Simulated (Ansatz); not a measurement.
# LaGaS3 in R-3c, a phase reached by a soft mode: following an unstable mode, part 3 of 3

Wanted: the energy along a soft mode of LaGaS3 in R-3c, a phase reached by a soft mode and the structure at the end.

Ansatz 0.2.0; DFT PBEsol, scalar-relativistic, plane waves, PAW; PAW set soft_1.

So far. Step 5 (Energy along the mode, all amplitudes (two of the runs …): The lowest of the steps tried is at 0.14 Å, 0.422 meV/atom below the parent; the bottom of the well need not coincide with a step. Step 7 (The new phase in its own primitive cell): The largest force component left is 0.56 meV/Å and the pressure is 0.002 GPa, within the tolerances set. The cell now holds 20.80 Å³/atom.

The structure was built from a prototype and need not be the compound's stable phase.

### Step 8. Modes of the new phase

A relaxed structure may still be a saddle point, so its zone-centre modes are computed. The response to a homogeneous field gives the Born charges and the dielectric tensor.

input.yaml reads:

```yaml
crystal:
  lattice:
    - [5.423621315, -3.38356058, -0.0043589456]
    - [5.423621315, 3.38356058, -0.0043589456]
    - [-3.4343840135, 0.0, 5.6691939019]
  atoms:
    - { symbol: La, position: [0.7627630093, 0.2359224286, 0.763451152] }
    - { symbol: La, position: [0.2359224286, 0.7627630093, 0.263451152] }
    - { symbol: Ga, position: [0.0014383447, 0.5018260971, 0.5085669216] }
    - { symbol: Ga, position: [0.5018260971, 0.0014383447, 0.0085669216] }
    - { symbol: S, position: [0.1747997489, 0.213155929, 0.1666553662] }
    - { symbol: S, position: [0.8357417855, 0.7605708179, 0.8382925802] }
    - { symbol: S, position: [0.213155929, 0.1747997489, 0.6666553662] }
    - { symbol: S, position: [0.7605708179, 0.8357417855, 0.3382925802] }
    - { symbol: S, position: [0.6538372217, 0.3455124848, 0.2086018479] }
    - { symbol: S, position: [0.3455124848, 0.6538372217, 0.7086018479] }
kpoints:
  mp_grid: { grid: [4, 4, 4] }
hamiltonian:
  xc: pbesol
  pseudopotentials: { kind: paw, azcp: { folder: soft_1 }, xc_functional: pbe }
scf:
  occupations: { method: fixed }
output:
  eigenvalues: true
phonons:
  method: dfpt
  dielectric: true
  rigid_motions: translations
```

Started as:

```
> ansatz run input.yaml --threads 8 --pin off --max-ram 16384MiB --backend cpu --events-out ev --progress --plain --runs-dir out
```

Numbers of over 12 decimals in the logs are rounded to 6 here.

What it wrote:

```text
[...]
Crystal: 10 atoms, lattice volume = 207.971 Å³
Basis set: ecut = 420 eV, 4071 PW (Γ), exchange–correlation on 90×90×96 points (8 copies of the dense FFT grid, shifted against one another)
Bands: 52, of which v1, the nominal top of the filled ones, is band 42 counted from 1 (41 counted from 0)
Symmetry: 2 space group operations
k-points: 36 of 64 (irreducible under 1 space group operation, time reversal used)
[...]
SCF iter   1: F=—  HF=-25133.969096 eV  |F-HF|=—  |Δ(HF+E_count)|=         —  Δρ=4.77e-2  dr2=9.57e0  ethr=3.10e-3  ⟨swp⟩=5.5  Hψ=7178  notcnv=0  defer=46
[...]
SCF iter  12: F=-25131.946811 eV  HF=-25131.946811 eV  |F-HF|=1.09e-11  |Δ(HF+E_count)|=  4.37e-11  Δρ=1.01e-7  dr2=2.52e-11  ethr=1.00e-12  ⟨swp⟩=23.6  Hψ=16842  notcnv=0
SCF 1 converged in 12 iterations: F = -25131.946811 eV  dr2 = 2.52e-11
[...]
NSCF: frozen V_eff on 3 k-points
[...]
Bands: 43, of which v1, the nominal top of the filled ones, is band 42 counted from 1 (41 counted from 0)
k-points: 144 of 512 (time reversal used)
[...]
Eigensolver: Dense (144 Hₖ)
SCF iter   1: F=—  HF=-25131.801638 eV  |F-HF|=—  |Δ(HF+E_count)|=         —  Δρ=3.94e-4  dr2=1.09e-4  ethr=1.00e-1
[...]
SCF iter   5: F=-25131.801684 eV  HF=-25131.801684 eV  |F-HF|=1.23e-8  |Δ(HF+E_count)|=   1.15e-7  Δρ=3.99e-6  dr2=3.62e-8  ethr=2.91e-10
SCF 1 converged in 5 iterations: F = -25131.801684 eV  dr2 = 3.62e-8
[...]
SCF converged after 12 iterations
Free energy (F): -25131.946811 eV
[...]
Internal energy: -25131.946811 eV  (E = F + TS)
E sigma→0 (E₀):  -25131.946811 eV
Fermi energy:    8.833803 eV
[...]
--- Band table (eV; the first three rows and the last of 36) ---
  k-point 0: bands = [... 38 lower, 8.0494, 8.4152, 8.4246, 8.8338, 9.5990, 11.1828, 11.2835, 11.3386, ... 6 higher]
  k-point 1: bands = [... 38 lower, 7.8921, 7.9809, 8.3657, 8.7056, 9.8877, 11.2130, 11.3160, 11.3254, ... 6 higher]
  k-point 2: bands = [... 38 lower, 7.8605, 7.8605, 8.5663, 8.5663, 10.7159, 10.7159, 11.3261, 11.3261, ... 6 higher]
  k-point 35: bands = [... 38 lower, 7.4628, 7.4628, 7.6511, 7.6511, 10.6106, 10.6106, 11.4215, 11.4215, ... 6 higher]
[...]
ASR residual: 9.299e-5 → 0.000e0 eV/Å²; symmetrization residual: 5.126e-6 eV/Å²
[...]
ε∞ (high-frequency dielectric tensor):
       10.917513     0.000000     0.144343
        0.000000    10.516531     0.000000
        0.144343     0.000000    10.355339
  ε⁰ (static dielectric tensor: ions relaxed, cell fixed):
       54.435826    -0.000000    -0.313348
       -0.000000    42.928613    -0.000000
       -0.313348    -0.000000    35.748040
  ε⁰ − ε∞ (ionic part):
       43.518313    -0.000000    -0.457692
       -0.000000    32.412082    -0.000000
       -0.457692    -0.000000    25.392701
[...]
Born effective charges Z* (e; rows j = field, columns β = displacement):
    site 0:
         4.05095   -0.14799   -0.01726
        -0.02212    4.70801   -0.16516
        -0.06184   -0.02455    4.48397
    site 1:
         4.05095    0.14799   -0.01726
         0.02212    4.70801    0.16516
        -0.06184    0.02455    4.48397
    site 2:
         3.74505   -0.20020    0.11758
         0.34676    4.09256    0.65196
         0.05182   -0.06971    4.40365
    site 3:
         3.74505    0.20020    0.11758
        -0.34676    4.09256   -0.65196
         0.05182    0.06971    4.40365
    site 4:
        -2.54681    0.34874    0.26100
         0.04710   -2.82151   -0.08246
         0.17230   -0.42475   -3.09344
    site 5:
        -2.56344    0.37451    0.15711
         0.20168   -2.84771   -0.25200
         0.08671   -0.29579   -3.09259
    site 6:
        -2.54681   -0.34874    0.26100
        -0.04710   -2.82151    0.08246
         0.17230    0.42475   -3.09344
    site 7:
        -2.56344   -0.37451    0.15711
        -0.20168   -2.84771    0.25200
         0.08671    0.29579   -3.09259
    site 8:
        -2.68575    0.24992   -0.51843
         0.28719   -3.13136   -0.16736
        -0.24900   -0.24517   -2.70160
    site 9:
        -2.68575   -0.24992   -0.51843
        -0.28719   -3.13136    0.16736
        -0.24900    0.24517   -2.70160
  Z* charge neutrality: 1.794e-2 e pre-enforcement
  solved inside a basis spanned on kpoints, on 8×8×8 k-points: ε∞ is read to err by 6.0e-2, Z* by 3.4e-2 e (field_mesh: kpoints solves on kpoints); Z* is corrected for what the basis lacks
  optical modes at Γ without the LO–TO term, one row a degenerate level:
      ω (cm⁻¹)  modes    IR ((D/Å)²/amu)
         60.53      1             0.0125
[...]
optical modes at Γ + LO–TO along q̂ = [1.0000, 0.0000, 0.0000]:
      ω (cm⁻¹)  modes    IR ((D/Å)²/amu)
[...]
optical modes at Γ + LO–TO along q̂ = [0.0000, 1.0000, 0.0000]:
      ω (cm⁻¹)  modes    IR ((D/Å)²/amu)
[...]
optical modes at Γ + LO–TO along q̂ = [0.0000, 0.0000, 1.0000]:
      ω (cm⁻¹)  modes    IR ((D/Å)²/amu)
[...]
211.91      1             0.0049
        216.02      1             0.0129
        223.07      1             0.2612
        233.68      1            30.8791
        255.60      1             9.3618
        271.59      1             0.1020
        275.75      1             0.0320
        285.99      1             3.7026
        300.07      1            36.4880
        334.48      1             1.3682
        339.57      1            18.2567
        348.71      1             0.6905
```

Run time: 4.4 min. Hardware: 8 threads of Arm Neoverse V1, shared host; peak memory 2.8 GiB; 32 min of CPU time.

This step gave:

* sum-rule residual before enforcement: 9.30e-5 eV/Å²
* miss of the charge sum rule: 0.01794 e
* estimated error of the dielectric tensor: 0.06042
* estimated error of the Born charges: 0.03374 e
* point group: m
* highest optical mode at the zone centre (no LO-TO term): 348.7 cm⁻¹
* lowest optical zone-centre mode: 60.53 cm⁻¹
* mean high-frequency dielectric constant: 10.60
* largest Born charge (third of the trace): 4.414 e
* mean static dielectric constant: 44.37
* top of the zone-centre spectrum with the field: 352.6 cm⁻¹

Patterns of degenerate modes are one choice out of their space. The modes at Γ (shares of kinetic energy by element, %):

```
mode  frequency (cm⁻¹)  symmetry  La %  Ga %  S %
   1               0.0  acoustic    46    23   32
   2               0.0  acoustic    46    23   32
   3               0.0  acoustic    46    23   32
   4              60.5       A''    95     2    3
   5              65.9        A'    44     0   56
   6              66.2       A''    15    71   14
   7              75.0        A'    27    64    9
   8              84.8        A'    42    44   14
   9              86.5        A'    17    12   71
  10              91.3       A''    57     1   42
  11              97.5       A''    38     1   62
  12             117.0        A'    41     4   56
  13             123.3        A'     9    14   76
  14             124.0       A''    17    10   73
  15             160.1        A'     6    51   43
  16             163.2       A''    13    43   43
  17             166.9       A''     1    47   51
  18             174.1       A''     5    23   72
  19             211.9       A''     0    29   71
  20             212.0        A'    14     5   81
  21             216.4        A'     3     4   94
  22             225.9        A'     1    25   74
  23             233.7       A''     6    36   58
  24             256.4        A'     2    13   84
  25             271.6       A''     5     1   94
  26             275.8       A''     1     3   96
  27             286.1        A'     2     8   89
  28             330.4        A'     1     9   90
  29             334.5       A''     1     6   93
  30             348.7       A''     0     3   97
```

Displacements in mode 4 (60.5 cm⁻¹), the largest set to 1:
```
La1 -1.00 -0.07  0.21
La2  1.00 -0.07 -0.21
Ga3  0.11  0.13  0.14
Ga4 -0.11  0.13 -0.14
S5   0.01  0.09 -0.02
S6   0.17  0.04  0.12
S7  -0.01  0.09  0.02
S8  -0.17  0.04 -0.12
S9  -0.19 -0.11  0.19
S10  0.19 -0.11 -0.19
```

Displacements in mode 8 (84.8 cm⁻¹), the largest set to 1:
```
La1  0.70 -0.31 -0.54
La2  0.70  0.31 -0.54
Ga3 -0.90 -0.05  1.00
Ga4 -0.90  0.05  1.00
S5  -0.76  0.05  0.27
S6  -0.01  0.71  0.01
S7  -0.76 -0.05  0.27
S8  -0.01 -0.71  0.01
S9  -0.30  0.09 -0.10
S10 -0.30 -0.09 -0.10
```

Optical modes at the zone centre, without and with the macroscopic field of the longitudinal modes; each column is sorted by frequency, so a row need not hold one and the same mode. Modes with and without the field, by row:

```
rank among optical modes  no field (cm⁻¹)  q along (1, 0, 0) (cm⁻¹)  q along (0, 1, 0) (cm⁻¹)  q along (0, 0, 1) (cm⁻¹)
                       1             60.5                      60.5                      60.5                      60.5
                       2             65.9                      66.2                      65.9                      65.9
                       3             66.2                      70.6                        75                      66.2
                       4               75                      75.1                      76.1                      77.3
                       5             84.8                      84.9                      84.8                      84.9
                       6             86.5                      91.3                      86.5                      88.5
                       7             91.3                      97.5                      93.2                      91.3
                       8             97.5                       109                       114                      97.5
                       9              117                     118.2                       117                     118.7
                      10            123.3                       124                     123.3                       124
                      11              124                     158.5                       126                     149.4
                      12            160.1                     163.2                     160.1                     160.3
                      13            163.2                     166.9                     166.9                     163.2
                      14            166.9                     174.1                       168                     166.9
                      15            174.1                     174.4                     183.3                     174.1
                      16            211.9                     211.9                     211.9                     211.9
                      17              212                     215.2                       212                       216
                      18            216.4                     217.3                     216.4                     223.1
                      19            225.9                     228.7                     225.9                     233.7
                      20            233.7                     233.7                     256.4                     255.6
                      21            256.4                     271.6                     271.4                     271.6
                      22            271.6                     272.4                     275.7                     275.8
                      23            275.8                     275.8                     286.1                       286
                      24            286.1                     304.2                     304.8                     300.1
                      25            330.4                     330.4                     330.4                     334.5
                      26            334.5                     334.5                     339.7                     339.6
                      27            348.7                     348.7                     352.6                     348.7
```

Born charge (rows field, columns displacement) (e), principal values of the symmetric part by kind of site:

```
atom  atoms with these values    low  middle   high   mean
 La1                        2   4.03    4.46   4.75   4.41
 Ga3                        2   3.73    3.92   4.59   4.08
  S5                        2  -3.35   -2.68  -2.43  -2.82
  S6                        2  -3.36   -2.76  -2.38  -2.83
  S9                        2  -3.26   -3.07  -2.19  -2.84
```

In full for S5:

```
-2.55  0.35  0.26
 0.05 -2.82 -0.08
 0.17 -0.42 -3.09
```

High-frequency dielectric tensor:

```
10.92  0.00  0.14
 0.00 10.52  0.00
 0.14  0.00 10.36
```

Static dielectric tensor (ions relaxed, fixed cell):

```
54.44  0.00 -0.31
 0.00 42.93  0.00
-0.31  0.00 35.75
```

Transverse modes. Lines of the infrared spectrum (strongest = 100):

```
position (cm⁻¹)  lines merged  relative intensity
             60             1                 0.0
             66             2                  38
             75             1                 5.7
             85             1                 4.6
             86             1                  51
             91             1                 7.8
             98             1                  16
            117             1                  22
            123             1                  64
            124             1                 1.6
            160             1                 1.2
            163             1                  18
            167             1                 0.0
            174             1                  13
            212             2                  88
            216             1                 7.8
            226             1                  27
            234             1                 100
            256             1                  28
            272             1                 0.3
            276             1                 0.1
            286             1                  12
            330             1                 5.7
            334             1                 4.4
            349             1                 2.2
```

Before it was imposed, the acoustic sum rule was missed by 9.3e-5 eV/Å² and the charge sum rule by 0.018 e. Small misses are needed for a sound result but don't prove that mesh and cutoff are converged. The lowest optical mode is real, 60.5 cm⁻¹.

The log warns of the k mesh: “the force constants stand on the 4×4×4 k-mesh, whose period is 11.39 times the interband length at k = (0.0000, 0.0000, 0.0000), direct gap 0.765 eV, under 14: take them and everything formed from them as unconverged”.

### Step 9. Results

```json
{
  "unstable mode of the parent": "q = (0, 0, 0), 43i cm⁻¹",
  "depth at the lowest point sampled": "0.422 meV/atom",
  "largest atomic shift at that point": "0.14 Å",
  "space group reached (within 0.01 Å)": "Cc",
  "energy gained over the parent (first relaxation, on the mesh of the frozen mode)": "3.16 meV/atom",
  "volume per atom, phase reached": "20.8 Å³",
  "gap on the k-mesh, phase reached": "0.765 eV",
  "lowest optical zone-centre mode, phase reached": "60.5 cm⁻¹",
  "highest optical mode at the zone centre (no LO-TO term), phase reached": "349 cm⁻¹"
}
```

Along this mode the structure falls into Cc, 3.16 meV/atom below the parent. At the parent's cell the well is 0.422 meV/atom deep on the steps tried, with its lowest point at a shift of 0.14 Å. Relaxing atoms and cell changes the gain by +2.73 meV/atom against the lowest step (energies at zero smearing). Most of the total comes from this relaxation. The new phase has no imaginary mode at the zone centre of its cell; other wavevectors were not checked. How so shallow a well moves with the k mesh was not tested. Of the 2 patterns followed to their end from this parent, this one reaches the lowest energy. Each path keeps the symmetry of its pattern, so a lower phase may lie along a pattern not tried. With the field response the log warns that the k mesh is coarse for the force constants too, so the frequencies may not be converged. In at least one run the field response is not settled by the k meshes in reach, so its dielectric tensor, Born charges and longitudinal modes are rough. Spin-orbit coupling is left out, which can matter for the heavy elements here. The PAW files were made for PBE and serve the other functionals too. The starting cell was built on a prototype and not taken from a measurement, so the phase need not exist.

[Logs are printed without paths, hosts, clocks, repeated set-up lines and the standing remarks that a program may print on its own settings, such as how far it seeks lower states.]

[Hosts, paths, dates, database ids (printed as entryN), source tags and the programs' standing remarks are cut or masked in the printed files.]
